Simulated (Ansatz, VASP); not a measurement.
## Ti in VASP and in Ansatz

File INCAR:

```
SYSTEM = Ti
PREC = Accurate
ENCUT = 600
EDIFF = 1E-7
ISMEAR = 0
SIGMA = 0.1
LREAL = .False.
LASPH = .True.
NELM = 80
ALGO = Normal
ISIF = 3
LWAVE = .False.
LCHARG = .False.
GGA = PS
IBRION = 2
NSW = 80
EDIFFG = -0.01
```

KPOINTS

```
Automatic mesh
0
Gamma
  18 18 18
  0 0 0
```

The input POSCAR:

```
Ti
1.0
    0.0000000000      2.0279278336      2.0279278336
    2.0279278336      0.0000000000      2.0279278336
    2.0279278336      2.0279278336      0.0000000000
Ti
1
Direct
    0.0000000000      0.0000000000      0.0000000000
```

Input for Ansatz:

```yaml
crystal:
  lattice:
    - [0.0, 2.0279278336, 2.0279278336]
    - [2.0279278336, 0.0, 2.0279278336]
    - [2.0279278336, 2.0279278336, 0.0]
  atoms:
    - { symbol: Ti, position: [0.0, 0.0, 0.0] }
basis:
  ecutwfc: 420
kpoints:
  mp_grid: { grid: [18, 18, 18] }
hamiltonian:
  xc: pbesol
scf:
  occupations: { method: gaussian, width: 0.1 }
output:
  forces: true
  stress: true
  eigenvalues: true
  write_density: true
  write_potential: true
  elf: true
  volumetric_format: npy
relax:
  adjacent_minimum: "off"
  f_tol: 0.01
  max_steps: 60
  cell: { stress_tol: 0.1 }
```

Alike in both runs: task relaxation of cell and atoms; functional PBEsol; k mesh 18 × 18 × 18; occupations gaussian, width 0.1 eV; no spin polarisation.

|  | VASP | Ansatz |
| --- | --- | --- |
| version | VASP 6.6.1 | Ansatz 0.2.0 |
| potentials or method | VASP PAW PBE potentials, release 64 (Ti_sv) | scalar-relativistic, plane waves, PAW |
| plane-wave cutoff (eV) | 600 | 420 |
| valence electrons in the cell | 12 | 12 |

Ansatz gave:

```
gap on the k mesh at the Fermi level, each at its own relaxed structure (eV) : none
relaxed volume (Å³/atom)                                                     : 16.68
relaxed cell length with the largest relative difference (Å)                 : 2.868
```

Which values does VASP return?

gap on the k mesh at the Fermi level, each at its own relaxed structure (eV): none; relaxed volume (Å³/atom): 16.64; relaxed cell length with the largest relative difference (Å): 2.865.

A gap of «none» marks a metal or a gap that the smearing closes.

Caveats: the PAW data sets were made with another functional, which shifts forces and pressure a little (VASP).
